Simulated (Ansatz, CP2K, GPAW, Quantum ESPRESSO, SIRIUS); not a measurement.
# Se: 5 runs at one level of theory

```
Se
1.0
     4.36620    0.00000    0.00000
    -2.18310    3.78124    0.00000
     0.00000    0.00000    4.95360
Se
3
Direct
  0.77460 0.77460 0.00000
  0.00000 0.22540 0.66667
  0.22540 0.00000 0.33333
```

Alike in all runs: task band structure; functional PBE; k mesh 7 × 7 × 6; occupations fermi-dirac, width 0.05 eV; no spin polarisation; no spin-orbit coupling. Pressure is positive in compression and, in plane waves, holds the error of the finite cutoff, which Ansatz's Pulay term estimates and takes out. Gaps are the smaller of the mesh's and the band path's.

```csv
program and potentials,plane-wave cutoff (eV),notes,band gap (eV),pressure (GPa),largest force (eV/Å)
"Ansatz, Ansatz PAW",420,16 valence electrons an atom on average,1.02,2.78,0.401
"GPAW, GPAW PAW data sets (gpaw-data 1.2.1)",600,6 valence electrons an atom on average,1.01,2.81,0.420
"Quantum ESPRESSO, PseudoDojo 0.4.1 SR PBE standard",1170,16 valence electrons an atom on average,1.01,2.80,0.424
"SIRIUS, all-electron FP-LAPW (ZORA valence), apw+lo standard",-,-,?,-,?
"CP2K, POTENTIAL_UZH Se GTH-PBE-q6; TZVP-MOLOPT-PBE-GTH basis",-,atomic basis; 6 valence electrons an atom on average,1.00,3.65,0.630
```

Q: Estimate from the other rows what the run with SIRIUS, all-electron FP-LAPW (ZORA valence), apw+lo standard gave.

A: Band gap 1.03 eV; largest force 0.398 eV/Å. The other rows, which needn't bracket it: band gap 1.00 to 1.02; pressure 2.78 to 3.65; largest force 0.401 to 0.630.
